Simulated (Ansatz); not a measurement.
PbSe2:

```
Pb Se
1.0
    -3.23863    3.23863    3.90220
     3.23863   -3.23863    3.90220
     3.23863    3.23863   -3.90220
Pb Se
2 4
Direct
  0.75000 0.75000 0.00000
  0.25000 0.25000 0.00000
  0.12982 0.37018 0.50000
  0.87018 0.62982 0.50000
  0.37018 0.87018 0.24037
  0.62982 0.12982 0.75963
```

The cell comes from a database or a generator and needn't be the stable form of this composition.

| Item | Value |
| --- | --- |
| Program | Ansatz 0.2.0 |
| Task | relaxation of cell and atoms |
| Functional | PBEsol |
| Potentials or basis | Ansatz PAW |
| Cutoff | 420 eV (not typed: the program's choice for these potentials) |
| k mesh | 6 × 6 × 6 |
| Occupations | fermi-dirac, width 0.05 eV |
| Spin | no spin polarisation |

At the start: volume 27.29 Å³/atom.

Task: Where does the relaxation end?

Result: It ends after 5 steps and the volume is 26.18 Å³/atom (-4.1 %); space group I4/mcm (No. 140, to 0.05 Å).

Step by step:
| step | energy change (eV) | largest force (eV/Å) | volume (Å³) |
| --- | --- | --- | --- |
| 1 | 0.0000 | 0.1756 | 163.72 |
| 2 | -0.0255 | 0.0010 | 152.59 |
| 3 | -0.0494 | 0.0086 | 157.41 |
| 4 | -0.0496 | 0.0018 | 157.05 |
| 5 | -0.0489 | 0.0019 | 157.05 |

Final structure:
```xyz
6
Lattice="-3.1899 3.1899 3.8585 3.1899 -3.1899 3.8585 3.1899 3.1899 -3.8585" Properties=species:S:1:pos:R:3 pbc="T T T"
Pb    0.0000    0.0000    5.7878
Pb    0.0000    0.0000    1.9293
Se    2.3453    0.8446    0.0000
Se    0.8446    2.3453    3.8585
Se    2.3453   -0.8446    3.8585
Se    0.8446    4.0345    0.0000
```

Caveat: the plane-wave basis is chosen anew once the cell has moved, so the energies of steps on either side of that aren't comparable; the PAW data sets come from PBE, with cores solved anew for the run's functional, which leaves a small shift of forces and pressure.
